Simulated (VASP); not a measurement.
# In (I4/mmm) in VASP: further runs

Aim: see how the results for In move with the level of theory and the settings. Levels: PBE, PBE+D3(BJ). Tasks: single point, relaxation of cell and atoms.

Program: VASP 6.6.1. These are calculated values, not measurements. Logs are shortened: lines on timing, memory, paths and dates and some standing lists are left out, and cuts for length are marked.

### Step 1. The structure

It takes space group I4/mmm (No. 139, tetragonal). Conventional cell: a = 3.251 Å, b = 3.251 Å, c = 4.947 Å, α = 90.00°, β = 90.00°, γ = 90.00°. In (site symmetry 4/mmm) has 12 In at 3.25 to 3.38 Å as nearest neighbours.

### Step 2. Single point, PBE

The input, run.py:

```python
from ase import Atoms
from ase.calculators.vasp import Vasp
from ase.dft.bandgap import bandgap

atoms = Atoms(
    ['In'],
    cell=[[-1.62547, 1.62547, 2.4737], [1.62547, -1.62547, 2.4737], [1.62547, 1.62547, -2.4737]],
    scaled_positions=[[0.0, 0.0, 0.0]],
    pbc=True,
)
calc = Vasp(
    directory='calc',
    xc='pbe',
    pp='PBE',
    setups='recommended',
    pp_version='54',
    prec='Accurate',
    encut=520,
    ediff=1e-06,
    ismear=0,
    sigma=0.05,
    lreal=False,
    lasph=True,
    nelm=100,
    algo='Fast',
    isif=2,
    lwave=False,
    lcharg=True,
    lelf=True,
    lvhar=True,
    kpts=[11, 11, 11],
    gamma=True,
    nbands=12,
)
atoms.calc = calc

print('energy (eV):', atoms.get_potential_energy())
print('free energy (eV):', atoms.get_potential_energy(force_consistent=True))
print('forces (eV/A):')
print(atoms.get_forces())
print('stress (eV/A^3, Voigt):', atoms.get_stress())
print('Fermi level (eV):', calc.get_fermi_level())
gap, top, bottom = bandgap(calc)
print('band gap (eV):', gap, 'from (spin, k, band)', top, 'to', bottom)
```

Potentials or basis: VASP PAW PBE potentials, release 54 (In_d).

Run with:

```bash
python run.py
```

The program printed:

```text
energy (eV): -2.549343
free energy (eV): -2.54961914
forces (eV/A):
[[-0.  0.  0.]]
stress (eV/A^3, Voigt): [-0.01326714 -0.01326714 -0.00971045 -0.         -0.         -0.        ]
Fermi level (eV): 7.57437847
band gap (eV): 0.0 from (spin, k, band) (None, None, None) to (None, None, None)
```

OUTCAR:

```text
ENCUT = 520.000000
   EDIFF = 1.00e-06
   GGA = PE
   PREC = Accurate
   ISIF = 2
   ISMEAR = 0
   NELM = 100
   LASPH = .TRUE.
   LREAL = .FALSE.

 ion  position               nearest neighbor table
   1  0.000  0.000  0.000-

  LATTYP: Found a body centered tetragonal cell.
 ALAT       =     3.2509400000
 C/A-ratio  =     1.5218367611

  Lattice vectors:

 A1 = (  -1.6254700000,   1.6254700000,   2.4737000000)
 A2 = (   1.6254700000,  -1.6254700000,   2.4737000000)
 A3 = (   1.6254700000,   1.6254700000,  -2.4737000000)

Analysis of symmetry for initial positions (statically):
=====================================================================
 Subroutine PRICEL returns:
 Original cell was already a primitive cell.

 Routine SETGRP: Setting up the symmetry group for a
 body centered tetragonal supercell.

 Subroutine GETGRP returns: Found 16 space group operations
 (whereof 16 operations were pure point group operations)
 out of a pool of 16 trial point group operations.

The static configuration has the point symmetry D_4h.

Analysis of symmetry for dynamics (positions and initial velocities):
=====================================================================
 Subroutine PRICEL returns:
 Original cell was already a primitive cell.

 Routine SETGRP: Setting up the symmetry group for a
 body centered tetragonal supercell.

 Subroutine GETGRP returns: Found 16 space group operations
 (whereof 16 operations were pure point group operations)
 out of a pool of 16 trial point group operations.

The dynamic configuration has the point symmetry D_4h.

 Subroutine INISYM returns: Found 16 space group operations
 (whereof 16 operations are pure point group operations),
 and found     1 'primitive' translations

[... 163 lines left out ...]
  ext. energy  EPLUGINS =         0.00000000
  ---------------------------------------------------
  free energy    TOTEN  =        -2.54961914 eV

  energy without entropy =       -2.54906685  energy(sigma->0) =       -2.54934300

 E-fermi :   7.5744     XC(G=0): -10.2563

 val. band max:        7.5539496076   @ k =   0.3636   0.2727   0.1818
 cond. band min:       7.5925319098   @ k =  -0.4545  -0.4545   0.1818
 fundamental gap:      0.0385823021
 Fermi energy:         7.5743784656

 k-point     1 :       0.0000    0.0000    0.0000
  band No.  band energies     occupation
      1      -7.1767      2.00000
      2      -7.0715      2.00000
      3      -7.0715      2.00000
      4      -6.9908      2.00000
      5      -6.8863      2.00000
      6      -2.0183      2.00000
      7      18.0784      0.00000
      8      18.0784      0.00000
      9      18.2522      0.00000
     10      19.1096      0.00000
     11      21.5164      0.00000
     12      21.6206      0.00000
[... 571 lines left out ...]
 k-point    40 :       0.3636    0.0909    0.0909
  band No.  band energies     occupation
      1      -7.1409      2.00000
      2      -7.0830      2.00000
      3      -7.0411      2.00000
      4      -6.8765      2.00000
      5      -6.7720      2.00000
      6       3.0788      2.00000
      7       5.4028      2.00000
      8      13.2502      0.00000
      9      14.2097      0.00000
     10      17.0133      0.00000
     11      19.2922      0.00000
     12      24.4846      0.00000

 [... further k-points ...]

------------------------ aborting loop because EDIFF is reached ----------------------------------------

  FORCE on cell =-STRESS in cart. coord.  units (eV):
  Direction    XX          YY          ZZ          XY          YZ          ZX
  --------------------------------------------------------------------------------------
  -------------------------------------------------------------------------------------
  Total        0.3468502      0.3468502      0.2538658      0.0000000      0.0000000      0.0000000
  in kB       21.2562991     21.2562991     15.5578608      0.0000000      0.0000000      0.0000000
  external PRESSURE =      19.3568197 kB  Pullay stress =       0.0000000 kB

 VOLUME and BASIS-vectors are now :
 -----------------------------------------------------------------------------
  energy-cutoff  :      520.00
  volume of cell :       26.14
      direct lattice vectors                 reciprocal lattice vectors
    -1.625470000  1.625470000  2.473700000     0.000000000  0.307603339  0.202126369
     1.625470000 -1.625470000  2.473700000     0.307603339  0.000000000  0.202126369
     1.625470000  1.625470000 -2.473700000     0.307603339  0.307603339  0.000000000

 POSITION                                       TOTAL-FORCE (eV/Angst)
 -----------------------------------------------------------------------------------
      0.00000      0.00000      0.00000        -0.000000      0.000000      0.000000
 -----------------------------------------------------------------------------------
    total drift:                               -0.000000     -0.000000     -0.000000

  FREE ENERGIE OF THE ION-ELECTRON SYSTEM (eV)
  ---------------------------------------------------
  free  energy   TOTEN  =        -2.5496191384 eV

  energy  without entropy=       -2.5490668539  energy(sigma->0) =       -2.54934300
```

INCAR:

```text
ENCUT = 520.000000
SIGMA = 0.050000
EDIFF = 1.00e-06
ALGO = Fast
GGA = PE
PREC = Accurate
ISIF = 2
ISMEAR = 0
NBANDS = 12
NELM = 100
LASPH = .TRUE.
LCHARG = .TRUE.
LELF = .TRUE.
LVHAR = .TRUE.
LWAVE = .FALSE.
LREAL = .FALSE.
```

Wall time 48 s (1 thread of Intel Xeon Platinum 8559C (Emerald Rapids), shared host); peak memory 0.16 GiB.

What came out:

| Property | Result |
| --- | --- |
| Free energy | -2.5496 eV |
| Pressure | 1.9 GPa |
| Band gap on the k mesh | none (metal or under the smearing width) |

Stress tensor (GPa, compression positive):
```
2.13 0.00 0.00
0.00 2.13 0.00
0.00 0.00 1.56
```

Levels at points of the mesh, in eV from the Fermi level:
```
           k point  band 4  band 5  band 6  band 7  band 8  band 9
(0.00, 0.00, 0.00)  -14.57  -14.46   -9.59   10.50   10.50   10.68
```

### Step 3. Relaxation of cell and atoms, PBE+D3(BJ)

The input, INCAR:

```
SYSTEM = In
ALGO = Normal
EDIFF = 1E-6
EDIFFG = -0.01
ENCUT = 600
GGA = PE
IBRION = 2
ISIF = 3
ISMEAR = -1
IVDW = 12
LASPH = .TRUE.
LCHARG = .FALSE.
LREAL = .FALSE.
LWAVE = .FALSE.
NELM = 100
NSW = 60
PREC = Accurate
SIGMA = 0.05
```

The input, KPOINTS:

```
k-points
0
G
  10 10 10
  0 0 0
```

The input, POSCAR:

```
In
1.0
   -1.6254700000      1.6254700000      2.4737000000
    1.6254700000     -1.6254700000      2.4737000000
    1.6254700000      1.6254700000     -2.4737000000
In
1
Direct
    0.0000000000      0.0000000000      0.0000000000
```

Potentials or basis: VASP PAW PBE potentials, release 64 (In_d).

Run with:

```bash
cat potpaw_PBE.64/In_d/POTCAR > POTCAR
mpirun -np 1 vasp_std > vasp.out
```

OUTCAR:

```text
SYSTEM = In
   EDIFF = 1E-6
   EDIFFG = -0.01
   ENCUT = 600
   GGA = PE
   IBRION = 2
   ISIF = 3
   ISMEAR = -1
   IVDW = 12
   LASPH = .TRUE.
   LREAL = .FALSE.
   NELM = 100
   NSW = 60
   PREC = Accurate
 IVDW          = 12

 ion  position               nearest neighbor table
   1  0.000  0.000  0.000-

  LATTYP: Found a body centered tetragonal cell.
 ALAT       =     3.2509400000
 C/A-ratio  =     1.5218367611

  Lattice vectors:

 A1 = (  -1.6254700000,   1.6254700000,   2.4737000000)
 A2 = (   1.6254700000,  -1.6254700000,   2.4737000000)
 A3 = (   1.6254700000,   1.6254700000,  -2.4737000000)

Analysis of symmetry for initial positions (statically):
=====================================================================
 Subroutine PRICEL returns:
[... 371 lines left out ...]
  ext. energy  EPLUGINS =         0.00000000
  ---------------------------------------------------
  free energy    TOTEN  =        -2.56859553 eV

  energy without entropy =       -2.56656088  energy(sigma->0) =       -2.56757820

 E-fermi :   7.5178     XC(G=0): -10.2751

 val. band max:        7.4751775551   @ k =  -0.4000  -0.4000   0.1000
 cond. band min:       7.7176654469   @ k =   0.5000   0.3000  -0.0000
 fundamental gap:      0.2424878918
 Fermi energy:         7.5177552826

 k-point     1 :       0.0000    0.0000    0.0000
  band No.  band energies     occupation
      1      -7.0655      2.00000
      2      -7.0624      2.00000
      3      -7.0624      2.00000
      4      -6.8914      2.00000
      5      -6.8886      2.00000
      6      -2.0011      2.00000
      7      18.1890      0.00000
      8      18.1890      0.00000
      9      18.1950      0.00000
     10      19.1022      0.00000
[... 287 lines left out ...]
 k-point    24 :       0.4000    0.3000    0.0000
  band No.  band energies     occupation
      1      -7.1607      2.00000
      2      -7.0047      2.00000
      3      -6.8678      2.00000
      4      -6.8633      2.00000
      5      -6.7510      2.00000
      6       4.7780      2.00000
      7       6.0835      2.00000
      8       8.6116      0.00000
      9      13.2044      0.00000
     10      15.9523      0.00000

 [... further k-points ...]

------------------------ aborting loop because EDIFF is reached ----------------------------------------

 Edisp (eV)   -0.33978

 E8    (eV) :    -0.1696
[... 24 lines left out ...]
  FREE ENERGIE OF THE ION-ELECTRON SYSTEM (eV)
  ---------------------------------------------------
  free  energy   TOTEN  =        -2.9083773723 eV

  energy  without entropy=       -2.9063427271  energy(sigma->0) =       -2.90736005

 reached required accuracy - stopping structural energy minimisation
```

CONTCAR:

```text
In
   1.00000000000000
    -1.6623387674563115    1.6623387674563115    2.3560305533823565
     1.6623387674563115   -1.6623387674563115    2.3560305533823565
     1.6623387674563115    1.6623387674563115   -2.3560305533823565
  In
     1
Direct
     0.0000000000000000    0.0000000000000000    0.0000000000000000

  0.00000000E+00  0.00000000E+00  0.00000000E+00
```

Run time: 2.6 min. Hardware: 1 thread of Intel Xeon Platinum 8259CL at 2.50GHz (Skylake/Cascade Lake), shared host; peak memory 0.2 GiB.

What came out:

```
Free energy                            : -2.9084 eV
Relaxed volume                         : 26.04 Å³/atom
Relaxed cell                           : a = 3.328 Å, b = 3.328 Å, c = 3.328 Å, α = 120.07°, β = 120.07°, γ = 89.88°
Space group after relaxing (to 0.05 Å) : Fm-3m (No. 225)
Energy gained by relaxing              : 11.7 meV/atom
Ionic steps                            : 12
Pressure after relaxing                : 0.0 GPa
Band gap on the k mesh                 : none (metal or under the smearing width)
Dispersion energy per atom             : -0.340 eV
```

Step by step:
| step | energy change (eV) | largest force (eV/Å) | pressure (GPa) | volume (Å³) |
| --- | --- | --- | --- | --- |
| 1 | 0.0000 | 0.0000 | -0.13 | 26.14 |
| 2 | -0.0059 | 0.0000 | -0.01 | 26.06 |
| 3 | -0.0105 | 0.0000 | 0.15 | 25.95 |
| 4 | -0.0100 | 0.0000 | 0.58 | 25.69 |
| 5 | -0.0114 | 0.0000 | 0.39 | 25.82 |
| 6 | -0.0115 | 0.0000 | 0.39 | 25.83 |
| 7 | -0.0114 | 0.0000 | 0.24 | 25.89 |
| 8 | -0.0115 | 0.0000 | 0.32 | 25.85 |
| 9 | -0.0115 | 0.0000 | 0.33 | 25.87 |
| 10 | -0.0115 | 0.0000 | 0.27 | 25.86 |
| 11 | -0.0117 | 0.0000 | -0.09 | 26.09 |
| 12 | -0.0117 | 0.0000 | 0.01 | 26.04 |

Final structure:
```cif
data_structure
_symmetry_space_group_name_H-M 'P 1'
_symmetry_Int_Tables_number 1
_cell_length_a 3.3283
_cell_length_b 3.3283
_cell_length_c 3.3283
_cell_angle_alpha 120.072
_cell_angle_beta 120.072
_cell_angle_gamma 89.875
_cell_volume 26.04
loop_
_atom_site_label
_atom_site_type_symbol
_atom_site_fract_x
_atom_site_fract_y
_atom_site_fract_z
_atom_site_occupancy
In1 In 0.00000 0.00000 0.00000 1
```

Levels at points of the mesh, in eV from the Fermi level:
```csv
k point,band 3,band 4,band 5,band 6,band 7,band 8,band 9,band 10
"(0.00, 0.00, 0.00)",-14.58,-14.41,-14.41,-9.52,10.67,10.67,10.68,11.58
"(0.50, 0.00, 0.00)",-14.57,-14.25,-14.25,-4.27,-3.34,8.49,8.53,10.91
"(0.50, 0.50, 0.00)",-14.26,-14.21,-14.21,-2.16,-2.01,4.09,4.10,7.45
"(0.50, 0.50, 0.50)",-14.26,-14.21,-14.21,-2.19,-2.05,4.13,4.13,7.49
```

Caveat: pairwise dispersion overbinds metals, which lowers pressure and volume.
